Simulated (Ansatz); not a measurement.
A strain series on CaO (zincblende): uniaxial along x, other directions held

Zincblende CaO, relaxed with r2SCAN in Ansatz, then strained (uniaxial along x, other directions held; changes of length per length, axes as in the cell below) with the atoms relaxed again within the symmetry that is left. It is cubic, F-43m (No. 216); conventional cell a = 5.213 Å, 17.71 Å³ an atom. Ca is surrounded by 4 O at 2.26 Å; O is surrounded by 4 Ca at 2.26 Å. Spin-unpolarised throughout. Whether this structure exists isn't addressed.

```
Ca O
1.0
     0.00000    2.60673    2.60673
     2.60673    0.00000    2.60673
     2.60673    2.60673    0.00000
Ca O
1 1
Cartesian
  0.0000 0.0000 0.0000
  1.3034 1.3034 1.3034
```

Gaps are the least over each mesh (PBE 8×8×8, r2SCAN 8×8×8, HSE06 6×6×6 when unstrained) and the special points, which keep their unstrained names; stress is the change from the unstrained cell, compression positive.

| strain (%) | gap, PBE (eV) | gap, r2SCAN (eV) | gap, HSE06 (eV) | edges, HSE06 | stress along the strain, r2SCAN (GPa) | energy rise, r2SCAN (meV/atom) |
| --- | --- | --- | --- | --- | --- | --- |
| -4.07 | 3.451 | 3.881 | 4.857 | X → Γ | +3.75 | 8.3 |
| 0.0 | 3.333 | 3.759 | 4.728 | X → Γ | 0.00 | 0.0 |
| +3.9 | 3.161 | 3.584 | 4.531 | X → Γ | -3.61 | 7.9 |

**Question.** Estimate the row for a strain of -0.65 %.

**Answer.**

| strain (%) | gap, PBE (eV) | gap, r2SCAN (eV) | gap, HSE06 (eV) | edges, HSE06 | stress along the strain, r2SCAN (GPa) | energy rise, r2SCAN (meV/atom) |
| --- | --- | --- | --- | --- | --- | --- |
| -0.65 | 3.352 | 3.778 | 4.748 | X → Γ | +0.60 | 0.2 |

Between zero and the nearest strains the slope of the HSE06 gap against strain is -0.031 eV per percent for negative and -0.051 for positive strain. With r2SCAN the edges change from X → Γ (indirect) to W → Γ (indirect) between -4.07 and -0.65 %. With r2SCAN the edges change from W → Γ (indirect) to X → Γ (indirect) between 0.0 and +3.9 %. With PBE the edges change from W → Γ (indirect) to X → Γ (indirect) between 0.0 and +3.9 %.

The meshes of the hybrids are coarse, so their gaps aren't converged to the digits shown.
